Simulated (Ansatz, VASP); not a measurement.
## Two plane-wave programs on ZnO

File INCAR:

```
SYSTEM = ZnO
PREC = Accurate
ENCUT = 600
EDIFF = 1E-6
ISMEAR = 0
SIGMA = 0.01
LREAL = .False.
LASPH = .True.
NELM = 100
ALGO = Fast
ISIF = 3
LWAVE = .False.
LCHARG = .False.
GGA = PE
IBRION = 2
NSW = 80
EDIFFG = -0.005
```

File KPOINTS:

```
Automatic mesh
0
Gamma
  9 9 6
  0 0 0
```

File POSCAR:

```
ZnO
1.0
    3.2493080000      0.0000000000      0.0000000000
   -1.6246540000      2.8139832727      0.0000000000
    0.0000000000      0.0000000000      5.2057090000
Zn O
2 2
Direct
    0.3333333333      0.6666666667      0.5000000000
    0.6666666667      0.3333333333      0.0000000000
    0.6666666667      0.3333333333      0.3790100000
    0.3333333333      0.6666666667      0.8790100000
```

Input for Ansatz:

```yaml
crystal:
  lattice:
    - [3.249308, 0.0, 0.0]
    - [-1.624654, 2.8139832727, 0.0]
    - [0.0, 0.0, 5.205709]
  atoms:
    - { symbol: Zn, position: [0.3333333333, 0.6666666667, 0.5] }
    - { symbol: Zn, position: [0.6666666667, 0.3333333333, 0.0] }
    - { symbol: O, position: [0.6666666667, 0.3333333333, 0.37901] }
    - { symbol: O, position: [0.3333333333, 0.6666666667, 0.87901] }
scf:
  occupations: { method: fixed }
output:
  forces: true
  stress: true
  eigenvalues: true
kpoints:
  mp_grid: { grid: [9, 9, 6] }
hamiltonian:
  xc: pbe
relax:
  f_tol: 0.005
  cell: { stress_tol: 0.05 }
```

Alike in both runs: task relaxation of cell and atoms; functional PBE; k mesh 9 × 9 × 6; no spin polarisation.

|  | VASP | Ansatz |
| --- | --- | --- |
| version | VASP 6.6.1 | Ansatz 0.2.0 |
| potentials or method | VASP PAW PBE potentials, release 64 (Zn, O) | scalar-relativistic, plane waves, PAW |
| plane-wave cutoff (eV) | 600 | 420 |
| occupations | gaussian, width 0.01 eV | fixed |
| valence electrons in the cell | 36 | 36 |

|  | VASP | Ansatz | Ansatz less VASP |
| --- | --- | --- | --- |
| gap on the k mesh at the Fermi level, each at its own relaxed structure (eV) | 0.72 | 0.74 | +0.024 |
| relaxed volume (Å³/atom) | 12.40 | 12.33 | -0.076 |
| relaxed cell length with the largest relative difference (Å) | 3.287 | 3.279 | -0.0072 |
| energy change over the relaxation (meV/atom) | -9 | -7 | +2.3 |

PBE usually gives volumes a little too large and moduli too small. Zero-point motion and thermal expansion aren't in these numbers.
